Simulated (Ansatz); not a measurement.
Runs of Ansatz 0.2.0 on GaSb. Symmetry: F-43m, No. 216, cubic system. Conventional cell: a = 6.118 Å, b = 6.118 Å, c = 6.118 Å, α = 90.00°, β = 90.00°, γ = 90.00°. Around Sb (site symmetry -43m) lie 4 Ga at 2.65 Å. Ga (site symmetry -43m) has 4 Sb at 2.65 Å as nearest neighbours. 

```tsv
task	level	cell	k mesh	cutoff (eV)	smearing	basis error allowed	mesh quality	gap on the mesh (eV)	pressure (GPa)	relaxed volume (Å³/atom)
relaxation of cell and atoms	LDA	relaxed	8 × 8 × 8	-	fermi-dirac 0.05 eV	0.001 eV/atom	not flagged	-	0.0	27.69
single point	PBE	as given	8 × 8 × 8	278	gaussian 0.026 eV	0.001 eV/atom	not flagged	0.04	2.3	-
single point	PBE	as given	4 × 4 × 4	257	fermi-dirac 0.03 eV	0.002 eV/atom	coarse	none	(a)	-
phonons	PBEsol	as given	6 × 6 × 6	300	fermi-dirac 0.05 eV	0.001 eV/atom	coarse	none	-	-
relaxation of cell and atoms	revPBE+D3(BJ)	relaxed	8 × 8 × 8	-	fermi-dirac 0.05 eV	0.001 eV/atom	not flagged	-	0.0	28.38
single point	PBE	as given	8 × 8 × 8	278	gaussian 0.028 eV	0.001 eV/atom	not flagged	0.04	2.3	-
relaxation of cell and atoms	PBE+D3(BJ)	relaxed	8 × 8 × 8	-	fermi-dirac 0.05 eV	0.001 eV/atom	not flagged	-	0.0	28.79
```

Alike in all rows: potentials or basis all-electron LAPW, scalar-relativistic; no spin polarisation.

Problem. Estimate the missing entries.

Solution. (a) 2.9.

Caveats: some runs use coarse meshes; spin-orbit coupling is left out, which moves the levels of the heavy elements (some runs); the k mesh is thin for a metal, which can move the energy by tens of meV per atom (some runs); this crystal is a semiconductor, whose small gap the functional closes, so the metal is an error of the method (some runs); a metal's response needs a denser mesh (some runs).

A k mesh can miss the band edges, and the runs leave out spin-orbit coupling on Ga, Sb.

A gap of «none» marks a metal or a gap under the smearing width.
